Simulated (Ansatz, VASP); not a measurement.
# One calculation of Sn, two programs

```xyz
1
Lattice="-1.8911 1.8978 1.8732 1.8971 -1.9215 1.9029 1.8832 1.9136 -1.8969" Properties=species:S:1:pos:R:3 pbc="T T T"
Sn    0.0000    0.0000    0.0000
```

Change from the starting cell: cell sheared at random, sigma 0.01, atoms nudged by 0.01 Å.

Alike in both runs: task single point; functional PBE; k mesh 10 × 10 × 10; occupations fermi-dirac, width 0.05 eV; no spin polarisation.

```csv
,VASP,Ansatz
version,VASP 6.6.1,Ansatz 0.2.0
potentials or method,"VASP PAW PBE potentials, release 64 (Sn_d)",Ansatz PAW
plane-wave cutoff (eV),520,420
valence electrons in the cell,14,14
```

Ansatz gave:

- gap on the k mesh at the Fermi level (eV): none
- pressure (GPa): 0.6
- largest component of the traceless stress (GPa): 0.36

Question: What did VASP give for the same quantities?

Answer: gap on the k mesh at the Fermi level (eV): none; pressure (GPa): 0.7; largest component of the traceless stress (GPa): 0.36.

A gap of «none» marks a metal or a gap that the smearing closes.
